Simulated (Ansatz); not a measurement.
## CdTe5 and its competing phases

Theory: Ansatz, DFT PBE, scalar-relativistic, plane waves, PAW. All cells share a 420 eV cutoff and Γ-centred k meshes spaced at most about 0.3 Å⁻¹ (about 0.25 or finer for metals, 2π included). No spin polarisation.

The zero of energy is the elements' standard structures at the same level; no fitted shifts are applied.

These are static total energies at zero pressure. These runs have no spin–orbit coupling, which can matter for Te. The reference form of Te is held partly by dispersion forces, which this level lacks.

The competitors are the elements and 1 reference phase of this chemical system (from databases or known types: CdTe), relaxed at the same level; other known phases may be missing.

The candidate was reached from: GdRh5 type (P6/mmm).

Space group P6/mmm (No. 191). a = 6.975 Å, b = 6.975 Å, c = 4.911 Å, α = 90.00°, β = 90.00°, γ = 120.00°
```tsv
atom	site	symmetry	x	y	z
Cd	1a	6/mmm	0.0000	0.0000	0.0000
Te	3g	mmm	0.0000	0.5000	0.5000
Te	2c	-6m2	0.3333	0.6667	0.0000
```

The lowest competing mixture at this composition:

```tsv
phase	space group	source	share of atoms	ΔE_f (eV/atom)
Te	-	element	0.6667	0.000
CdTe	F-43m (No. 216)	COD	0.3333	-0.464
```

Question: What are the hull's energy here, the candidate's formation energy and its margin?

Answer: The hull lies at -0.155 eV/atom, the weighted sum of the last column. The candidate has 0.326 eV/atom, which is 0.48 eV/atom above it. The candidate matches no cell in the subsets of the Crystallography Open Database and the Materials Project at hand. The margin is far too high for a likely synthesis. It has the CaCu5 type.
